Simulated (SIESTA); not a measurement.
Crystal: Ge.

```
Ge
1.0
     5.93000    0.00000    0.00000
     0.00000    5.93000    0.00000
     0.00000    0.00000    6.98000
Ge
12
Direct
  0.37500 0.16670 0.75000
  0.33330 0.87500 0.50000
  0.62500 0.83330 0.25000
  0.66670 0.12500 0.00000
  0.87500 0.33330 0.50000
  0.83330 0.62500 0.75000
  0.12500 0.66670 0.00000
  0.16670 0.37500 0.25000
  0.57500 0.42500 0.25000
  0.92500 0.92500 0.50000
  0.42500 0.57500 0.75000
  0.07500 0.07500 0.00000
```

This isn't the form of Ge at room conditions, which is diamond.

Base run:

| Quantity | Value |
| --- | --- |
| Program | SIESTA 5.4.2 |
| Functional | LDA |
| Potentials or basis | PseudoDojo 0.4 standard (LDA files) |
| Basis | DZP (energy shift 0.003 Ry; two zetas on semicore shells) |
| Grid cutoff | 800 Ry |
| Energy shift | 0.003 Ry |
| k mesh | 5 × 5 × 4 |
| Occupations | fermi-dirac, width 0.05 eV |
| Spin | no spin polarisation |

Its results: band gap on the k mesh 0.62 eV, direct; pressure -0.5 GPa; largest force 0.840 eV/Å.

Problem. The run is repeated on the same cell with these changes: functional from LDA to PBEsol; potentials or basis from PseudoDojo 0.4 standard (LDA files) to PseudoDojo 0.4 standard (PBEsol files). What comes out?

Solution. Band gap on the k mesh 0.68 eV, direct; pressure 1.6 GPa; largest force 0.872 eV/Å.

Caveats: the mesh misses the band edges, which the band path finds closer together; the basis of atomic orbitals isn't converged, which shifts pressures, moduli and gaps.
